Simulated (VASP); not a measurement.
# TiSe2 (P-3m1) in VASP: further runs

The runs below take TiSe2 through single point, with HSE06, PBE.

The COD entry that gives the cell may itself be a prediction, so a difference from it is no test against experiment.

All numbers are computed with VASP 6.6.1; they aren't measurements. Logs are shortened: lines on timing, memory, paths and dates and some standing lists are left out, and cuts for length are marked.

## 1. The structure

Symmetry: P-3m1, No. 164, trigonal system. The conventional cell has a = 3.536 Å, b = 3.536 Å, c = 6.004 Å, α = 90.00°, β = 90.00°, γ = 120.00°. Ti (site symmetry -3m) has 6 Se at 2.55 Å as nearest neighbours. Around Se (site symmetry 3m) lie 3 Ti at 2.55 Å.

## 2. Single point, HSE06, non-collinear spin, zero start, spin-orbit coupling

POSCAR reads:

```
TiSe2
1.0
    3.5360000000      0.0000000000      0.0000000000
   -1.7680000000      3.0622658278      0.0000000000
    0.0000000000      0.0000000000      6.0040000000
Ti Se
1 2
Direct
    0.0000000000      0.0000000000      0.0000000000
    0.3333333333      0.6666666667      0.2552000000
    0.6666666667      0.3333333333      0.7448000000
```

INCAR.step1 reads:

```
SYSTEM = TiSe2
PREC     = Accurate       ! precision mode
ENCUT    = 520            ! plane-wave cutoff, eV
EDIFF    = 1E-5           ! SCF threshold, eV
ISMEAR   = 0              ! smearing method
SIGMA    = 0.02           ! smearing width, eV
LREAL    = .False.        ! projectors in reciprocal space
LASPH    = .True.         ! aspherical terms in the spheres
NELM     = 60             ! most SCF steps
ALGO     = Normal         ! electronic algorithm
ISIF     = 2              ! what is computed and relaxed
LWAVE    = .True.         ! write WAVECAR
LCHARG   = .False.        ! write CHGCAR
LNONCOLLINEAR= .True.         ! non-collinear magnetism
MAGMOM   = 0 0 0 0 0 0 0 0 0 ! initial moments
LORBIT   = 11             ! projections on sites
LSORBIT  = .True.         ! spin-orbit coupling
GGA_COMPAT= .False.      
LMAXMIX  = 4              ! l up to which the mixer works
NBANDS   = 37             ! bands
GGA      = PE             ! functional
```

INCAR.step2 reads:

```
SYSTEM = TiSe2
PREC     = Accurate       ! precision mode
ENCUT    = 520            ! plane-wave cutoff, eV
EDIFF    = 1E-6           ! SCF threshold, eV
ISMEAR   = 0              ! smearing method
SIGMA    = 0.02           ! smearing width, eV
LREAL    = .False.        ! projectors in reciprocal space
LASPH    = .True.         ! aspherical terms in the spheres
NELM     = 60             ! most SCF steps
ALGO     = Normal         ! electronic algorithm
ISIF     = 2              ! what is computed and relaxed
LWAVE    = .False.        ! write WAVECAR
LCHARG   = .False.        ! write CHGCAR
LNONCOLLINEAR= .True.         ! non-collinear magnetism
MAGMOM   = 0 0 0 0 0 0 0 0 0 ! initial moments
LORBIT   = 11             ! projections on sites
LSORBIT  = .True.         ! spin-orbit coupling
GGA_COMPAT= .False.      
LMAXMIX  = 4              ! l up to which the mixer works
GGA      = PE             ! functional
LHFCALC  = .True.         ! exact exchange
HFSCREEN = 0.2            ! screening, 1/A
PRECFOCK = Fast         
NBANDS   = 37             ! bands
ISTART   = 1
```

KPOINTS reads:

```
regular mesh
0
Gamma
  4 4 2
  0 0 0
```

Potentials or basis: VASP PAW PBE potentials, release 64 (Ti_sv, Se).

Started as:

```sh
cat potpaw_PBE.64/Ti_sv/POTCAR potpaw_PBE.64/Se/POTCAR > POTCAR
cp INCAR.step1 INCAR
mpirun -np 1 vasp_ncl > vasp.out
cp INCAR.step2 INCAR
mpirun -np 1 vasp_ncl > vasp.out
```

OUTCAR:

```text
SYSTEM = TiSe2
   PREC = Accurate
   ENCUT = 520
   EDIFF = 1E-6
   ISMEAR = 0
   LREAL = .False.
   LASPH = .True.
   NELM = 60
   ISIF = 2
   LNONCOLLINEAR = .True.
   LORBIT = 11
   LSORBIT = .True.
   GGA = PE
   LHFCALC = .True.
   HFSCREEN = 0.2
   PRECFOCK = Fast
   ISTART = 1

 ion  position               nearest neighbor table
   1  0.000  0.000  0.000-   2 2.55   3 2.55   3 2.55   2 2.55   3 2.55   2 2.55
   2  0.333  0.667  0.255-   1 2.55   1 2.55   1 2.55
   3  0.667  0.333  0.745-   1 2.55   1 2.55   1 2.55

  LATTYP: Found a hexagonal cell.
 ALAT       =     3.5360000000
 C/A-ratio  =     1.6979638009

  Lattice vectors:

 A1 = (   3.5360000000,   0.0000000000,   0.0000000000)
 A2 = (  -1.7680000000,   3.0622658278,   0.0000000000)
 A3 = (   0.0000000000,   0.0000000000,   6.0040000000)

Analysis of symmetry for initial positions (statically):
=====================================================================
 Subroutine PRICEL returns:
 Original cell was already a primitive cell.

 Routine SETGRP: Setting up the symmetry group for a
 hexagonal supercell.

 Subroutine GETGRP returns: Found 12 space group operations
 (whereof 12 operations were pure point group operations)
 out of a pool of 24 trial point group operations.

The static configuration has the point symmetry D_3d.

Analysis of symmetry for dynamics (positions and initial velocities):
=====================================================================
 Subroutine PRICEL returns:
 Original cell was already a primitive cell.

 Routine SETGRP: Setting up the symmetry group for a
 hexagonal supercell.

 Subroutine GETGRP returns: Found 12 space group operations
 (whereof 12 operations were pure point group operations)
 out of a pool of 24 trial point group operations.

The dynamic configuration has the point symmetry D_3d.

Analysis of structural, dynamic, and magnetic symmetry:
=====================================================================
 Subroutine PRICEL returns:
 Original cell was already a primitive cell.

 Routine SETGRP: Setting up the symmetry group for a
 hexagonal supercell.

 Subroutine GETGRP returns: Found 12 space group operations
 (whereof 12 operations were pure point group operations)
 out of a pool of 24 trial point group operations.

The overall configuration has the point symmetry D_3d.

 Subroutine INISYM returns: Found 12 space group operations
 (whereof 12 operations are pure point group operations),
 and found     1 'primitive' translations

----------------------------------------------------------------------------------------

                                     Primitive cell

  volume of cell :      65.0123

  direct lattice vectors                    reciprocal lattice vectors
     3.536000000  0.000000000  0.000000000     0.282805430  0.163277791  0.000000000
    -1.768000000  3.062265828  0.000000000     0.000000000  0.326555582  0.000000000
     0.000000000  0.000000000  6.004000000     0.000000000  0.000000000  0.166555630

  length of vectors
     3.536000000  3.536000000  6.004000000     0.326555582  0.326555582  0.166555630

  position of ions in fractional coordinates (direct lattice)
     0.000000000  0.000000000  0.000000000
     0.333333333  0.666666667  0.255200000
     0.666666667  0.333333333  0.744800000

  ion indices of the primitive-cell ions
   primitive index   ion index
                 1           1
                 2           2
                 3           3

[... 75 lines left out ...]
  volume/ion in A,a.u.               =      21.67       146.24
  Fermi-wavevector in a.u.,A,eV,Ry     =   1.174393  2.219280 18.765127  1.379198
  Thomas-Fermi vector in A             =   2.310790
   LORBIT       =     11    0 simple, 1 ext, 2 COOP (PROOUT), +10 PAW based schemes
   GGA     = PE    functional components
   LHFCALC =     T    Hartree Fock is set to
   PRECFOCK=fast      Normal, Fast or Accurate (Low or Medium for compatibility)
   ENCUT4O =  -1.0   cutoff for four orbital integrals eV
   NKREDX  =     1    reduce k-point grid by
   NKREDY  =     1    reduce k-point grid by
   NKREDZ  =     1    reduce k-point grid by
   AEXX    =    0.2500 exact exchange contribution
   HFSCREEN=    0.2000 screening length (either q_TF or 0.3 A-1)
   HFSCREENC=   0.2000 screening length for correlation (either q_TF or 0.3 A-1)
   ENCUTFOCK=  -1.0 apply spherical cutoff to Coloumb kernel
   IVDW    =     0    specifies the selected vdW correction
   LEPSILON=     F    determine dielectric tensor
   LRPA    =     F    only Hartree local field effects (RPA)
 Gauss-broadening in eV      SIGMA  =   0.02
  energy-cutoff  :      520.00
  volume of cell :       65.01
 maximum number of plane-waves:      3548
 NGX is ok and might be reduce to    28
  NGX = 16; NGY = 16; NGZ = 28

 number of electron      24.0000001 magnetization       0.0000002      0.0000000      0.0000473

 number of electron      24.0000001 magnetization       0.0000023      0.0000001     -0.0000494

 number of electron      24.0000001 magnetization      -0.0000001     -0.0000000     -0.0000065

 number of electron      24.0000001 magnetization       0.0000003     -0.0000000     -0.0000110

 Free energy of the ion-electron system (eV)
  ---------------------------------------------------
  ext. energy  EPLUGINS =         0.00000000
  ---------------------------------------------------
  free energy    TOTEN  =       -22.14833197 eV

  energy without entropy =      -22.14833197  energy(sigma->0) =      -22.14833197

 E-fermi :   4.9262     XC(G=0):  -8.2789

 val. band max:        4.8105461429   @ k =   0.5000  -0.0000   0.5000
 cond. band min:       5.0242215277   @ k =   0.0000   0.0000   0.5000
 fundamental gap:      0.2136753848
 Fermi energy:         4.9261693687

 k-point     1 :       0.0000    0.0000    0.0000
  band No.  band energies     occupation
      1     -58.0962      1.00000
      2     -58.0961      1.00000
      3     -33.1197      1.00000
      4     -33.1197      1.00000
      5     -32.4375      1.00000
      6     -32.4375      1.00000
[... 301 lines left out ...]
     35      12.3461      0.00000
     36      12.3486      0.00000
 [bands above 36 left out]

------------------------ aborting loop because EDIFF is reached ----------------------------------------

  FORCE on cell =-STRESS in cart. coord.  units (eV):
  Direction    XX          YY          ZZ          XY          YZ          ZX
  --------------------------------------------------------------------------------------
  -------------------------------------------------------------------------------------
  Total       -0.3641314     -0.3641314      0.1450403      0.0000000      0.0000000      0.0000000
  in kB       -8.9737265     -8.9737265      3.5744015      0.0000000      0.0000000      0.0000000
  external PRESSURE =      -4.7910172 kB  Pullay stress =       0.0000000 kB

 VOLUME and BASIS-vectors are now :
 -----------------------------------------------------------------------------
  energy-cutoff  :      520.00
  volume of cell :       65.01
      direct lattice vectors                 reciprocal lattice vectors
     3.536000000  0.000000000  0.000000000     0.282805430  0.163277791  0.000000000
    -1.768000000  3.062265828  0.000000000     0.000000000  0.326555582  0.000000000
     0.000000000  0.000000000  6.004000000     0.000000000  0.000000000  0.166555630

 POSITION                                       TOTAL-FORCE (eV/Angst)
 -----------------------------------------------------------------------------------
      0.00000      0.00000      0.00000        -0.000000      0.000000      0.000000
     -0.00000      2.04151      1.53222        -0.000000     -0.000000     -0.214174
      1.76800      1.02076      4.47178         0.000000      0.000000      0.214174
 -----------------------------------------------------------------------------------
    total drift:                                0.000002     -0.000001     -0.000003

  FREE ENERGIE OF THE ION-ELECTRON SYSTEM (eV)
  ---------------------------------------------------
  free  energy   TOTEN  =       -22.1483319706 eV

  energy  without entropy=      -22.1483319706  energy(sigma->0) =      -22.14833197

 Spin-Orbit-Coupling matrix elements

 Ion:    1  E_soc:     -0.0123820
 l=   1
     0.0000000    -0.0017150    -0.0017844
    -0.0017150     0.0000000    -0.0017150
    -0.0017844    -0.0017150     0.0000000
 l=   2
     0.0000000    -0.0000923     0.0000000    -0.0000923    -0.0001796
    -0.0000923     0.0000000    -0.0001388    -0.0001500    -0.0000923
     0.0000000    -0.0001388     0.0000000    -0.0001388     0.0000000
    -0.0000923    -0.0001500    -0.0001388     0.0000000    -0.0000923
    -0.0001796    -0.0000923     0.0000000    -0.0000923     0.0000000
 l=   3
     0.0000000     0.0000000     0.0000000     0.0000000     0.0000000     0.0000000     0.0000000
     0.0000000     0.0000000     0.0000000     0.0000000     0.0000000     0.0000000     0.0000000
     0.0000000     0.0000000     0.0000000     0.0000000     0.0000000     0.0000000     0.0000000
     0.0000000     0.0000000     0.0000000     0.0000000     0.0000000     0.0000000     0.0000000
[... 29 lines left out ...]
 l=   2
     0.0000000     0.0000005     0.0000000     0.0000005     0.0000015
     0.0000005     0.0000000     0.0000031     0.0000045     0.0000005
     0.0000000     0.0000031     0.0000000     0.0000031     0.0000000
     0.0000005     0.0000045     0.0000031     0.0000000     0.0000005
     0.0000015     0.0000005     0.0000000     0.0000005     0.0000000
 l=   3
     0.0000000     0.0000000     0.0000000     0.0000000     0.0000000     0.0000000     0.0000000
     0.0000000     0.0000000     0.0000000     0.0000000     0.0000000     0.0000000     0.0000000
     0.0000000     0.0000000     0.0000000     0.0000000     0.0000000     0.0000000     0.0000000
     0.0000000     0.0000000     0.0000000     0.0000000     0.0000000     0.0000000     0.0000000
     0.0000000     0.0000000     0.0000000     0.0000000     0.0000000     0.0000000     0.0000000
     0.0000000     0.0000000     0.0000000     0.0000000     0.0000000     0.0000000     0.0000000
     0.0000000     0.0000000     0.0000000     0.0000000     0.0000000     0.0000000     0.0000000

 total charge

# of ion       s       p       d       tot
------------------------------------------
    1        2.180   6.181   1.706  10.067
    2        1.483   2.410   0.036   3.929
    3        1.483   2.410   0.036   3.929
--------------------------------------------------
tot          5.147  11.001   1.778  17.926

 magnetization (x)

# of ion       s       p       d       tot
------------------------------------------
    1       -0.000   0.000   0.000  -0.000
    2        0.000   0.000   0.000   0.000
    3        0.000   0.000   0.000   0.000
--------------------------------------------------
tot          0.000   0.000   0.000   0.000

 magnetization (y)

# of ion       s       p       d       tot
------------------------------------------
    1        0.000   0.000   0.000   0.000
    2        0.000   0.000   0.000   0.000
    3        0.000   0.000   0.000   0.000
--------------------------------------------------
tot          0.000   0.000   0.000   0.000

 magnetization (z)

# of ion       s       p       d       tot
------------------------------------------
    1        0.000   0.000   0.000   0.000
    2        0.000   0.000   0.000   0.000
    3        0.000   0.000   0.000   0.000
--------------------------------------------------
tot          0.000   0.000   0.000   0.000
```

Wall time 22 min (1 thread of AMD EPYC 7R13 (Zen 3), shared host); peak memory 0.42 GiB.

Results:

- Free energy: -22.1483 eV
- Pressure: -0.5 GPa
- Largest force: 0.214 eV/Å
- Net moment: 0.00 μB per cell
- Valence electrons inside the program's atomic spheres: Ti 10.07; Se 3.93

Forces in eV/Å, atoms in the order of the input:
```
Ti   0.000  0.000  0.000
Se   0.000  0.000 -0.214
Se   0.000  0.000  0.214
```

Moments on the atoms (μB; x, y, z):
```
Ti  0.00 0.00 0.00
Se  0.00 0.00 0.00
Se  0.00 0.00 0.00
```

Caveat: the k mesh is coarse (spacing up to 0.52 Å⁻¹), so the values aren't converged, least of all with exact exchange; the PAW data sets were made with another functional, which shifts forces and pressure a little; this functional lacks dispersion, which binds the layers, so the pressure and a relaxed spacing across them are unreliable.

## 3. Single point, HSE06

POSCAR is that of step 2.

Changes to INCAR.step1 since step 2:

```diff
@@ -13,9 +13,3 @@
 LCHARG   = .False.        ! write CHGCAR
-LNONCOLLINEAR= .True.         ! non-collinear magnetism
-MAGMOM   = 0 0 0 0 0 0 0 0 0 ! initial moments
-LORBIT   = 11             ! projections on sites
-LSORBIT  = .True.         ! spin-orbit coupling
-GGA_COMPAT= .False.      
-LMAXMIX  = 4              ! l up to which the mixer works
-NBANDS   = 37             ! bands
+NBANDS   = 19             ! bands
 GGA      = PE             ! functional
```

Changes to INCAR.step2 since step 2:

```diff
@@ -13,8 +13,2 @@
 LCHARG   = .False.        ! write CHGCAR
-LNONCOLLINEAR= .True.         ! non-collinear magnetism
-MAGMOM   = 0 0 0 0 0 0 0 0 0 ! initial moments
-LORBIT   = 11             ! projections on sites
-LSORBIT  = .True.         ! spin-orbit coupling
-GGA_COMPAT= .False.      
-LMAXMIX  = 4              ! l up to which the mixer works
 GGA      = PE             ! functional
@@ -23,3 +17,3 @@
 PRECFOCK = Fast         
-NBANDS   = 37             ! bands
+NBANDS   = 19             ! bands
 ISTART   = 1
```

KPOINTS is that of step 2.

Potentials or basis: VASP PAW PBE potentials, release 64 (Ti_sv, Se).

Started as:

```sh
cat potpaw_PBE.64/Ti_sv/POTCAR potpaw_PBE.64/Se/POTCAR > POTCAR
cp INCAR.step1 INCAR
mpirun -np 1 vasp_std > vasp.out
cp INCAR.step2 INCAR
mpirun -np 1 vasp_std > vasp.out
```

Wall time 4.5 min (1 thread of AMD EPYC 7R13 (Zen 3), shared host); peak memory 0.26 GiB.

The run converged. Its results:

- Free energy: -22.0833 eV
- Pressure: 0.0 GPa
- Largest force: 0.252 eV/Å
- Band gap on the k mesh: none (metal or under the smearing width)

Forces on the atoms (eV/Å):
```
Ti   0.000  0.000  0.000
Se   0.000  0.000 -0.252
Se   0.000  0.000  0.252
```

Stress tensor (GPa, compression positive):
```
-0.17  0.00  0.00
 0.00 -0.17  0.00
 0.00  0.00  0.38
```

Levels at points of the mesh, in eV from the Fermi level:
```
           k point  band 9  band 10  band 11  band 12  band 13  band 14  band 15  band 16
(0.00, 0.00, 0.00)   -3.15    -0.22     0.21     0.21     0.73     0.73     1.05     3.63
(0.50, 0.00, 0.00)   -3.51    -3.45    -3.12    -2.01     0.27     1.84     2.33     3.50
(0.00, 0.00, 0.50)   -3.08    -3.08    -0.09    -0.09     0.72     0.72     1.66     4.01
(0.50, 0.00, 0.50)   -3.51    -3.35    -1.81    -1.59    -0.01     1.82     2.28     3.42
```

Caveat: the k mesh is coarse (spacing up to 0.52 Å⁻¹), so the values aren't converged, least of all with exact exchange; the PAW data sets were made with another functional, which shifts forces and pressure a little; this functional lacks dispersion, which binds the layers, so the pressure and a relaxed spacing across them are unreliable.

(Continued in part 2 of 2.)
